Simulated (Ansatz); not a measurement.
# TiSe2 (P-3m1): equation of state

An exercise on one series of results from a longer session: the logs are not shown, and one member is left open.

A COD entry behind a cell of this session may itself be a prediction, so a difference from it is no test against experiment.

Method: DFT PBE, scalar-relativistic, plane waves, PAW, in Ansatz 0.2.0.

The runs add the D3(BJ) dispersion term to the functional named. Spin polarisation is switched off on purpose; where the compound carries moments, volume, stiffness and gap are then not the real material's.

### The system as given

Symmetry: P-3m1, No. 164, trigonal system. Conventional cell: a = 3.483 Å, b = 3.483 Å, c = 5.859 Å, α = 90.00°, β = 90.00°, γ = 120.00°. Ti (site symmetry -3m) is surrounded by 6 Se at 2.54 Å. Around Se (site symmetry 3m) lie 3 Ti at 2.54 Å.

Coordinates:

```xyz
3
Lattice="3.4826 0.0000 0.0000 -1.7413 3.0160 0.0000 0.0000 0.0000 5.8593" Properties=species:S:1:pos:R:3 pbc="T T T"
Ti    0.0000    0.0000    0.0000
Se    0.0000    2.0107    1.5524
Se    1.7413    1.0053    4.3070
```

An earlier run at PBE left this cell at 20.514 Å³/atom and 0.01 GPa (12×12×6 mesh).

Volume factors to run: 0.980, 1.020, 0.960, 1.040.

The first run:

The input, input.yaml:

```yaml
crystal:
  lattice:
    - [3.4591923703, 0.0, 0.0]
    - [-1.7295961852, 2.9957484692, 0.0]
    - [0.0, 0.0, 5.820001482]
  atoms:
    - { symbol: Ti, position: [0.0, 0.0, 0.0] }
    - { symbol: Se, position: [0.3333333333, 0.6666666667, 0.2649368735] }
    - { symbol: Se, position: [0.6666666667, 0.3333333333, 0.7350631265] }
basis:
  ecutwfc: 420
  ecutrho_ratio: 4
kpoints:
  mp_grid: { grid: [12, 12, 6] }
hamiltonian:
  xc: pbe
  dispersion: d3bj
scf:
  occupations: { method: gaussian, width: 0.05 }
output:
  forces: true
  stress: true
  eigenvalues: true
relax:
  f_tol: 0.01
  max_steps: 40
  cell: { stress_tol: 0.1, fix: [volume] }
```

On the command line:

```
$ ansatz run input.yaml --threads 1 --pin off --max-ram 2560MiB --backend cpu --events-out ev --progress --plain --runs-dir out
```

Steps of the session up to this table: At 0.980 of the relaxed volume; Volume × 1.020; Volume × 0.960; Scaling the volume by 1.040.

One of the session's tables, all rows but one given; the rest of the session is left out.

It belongs to the step «The fit». 

| volume (Å³/atom) | energy (meV/atom) | pressure (GPa) |
| --- | --- | --- |
| 19.694 | 4.85 | 2.00 |
| 20.104 | ? | ? |
| 20.514 | 0.00 | 0.01 |
| 20.925 | 0.99 | -0.76 |
| 21.335 | 3.71 | -1.37 |

Estimate the missing values for volume (Å³/atom) = 20.104.

Worked estimate for «energy (meV/atom)». A straight line through the neighbours (19.694, 4.85) and (20.514, 0.00) gives 4.85 + (0.00 − 4.85) × (20.104 − 19.694) / (20.514 − 19.694) = 2.42; a parabola fitted to 3 rows on both sides gives 1.29.

**Answer.** energy (meV/atom): 1.14; pressure (GPa): 0.91. In «energy (meV/atom)» the line misses by +1.28 and the parabola by +0.15.
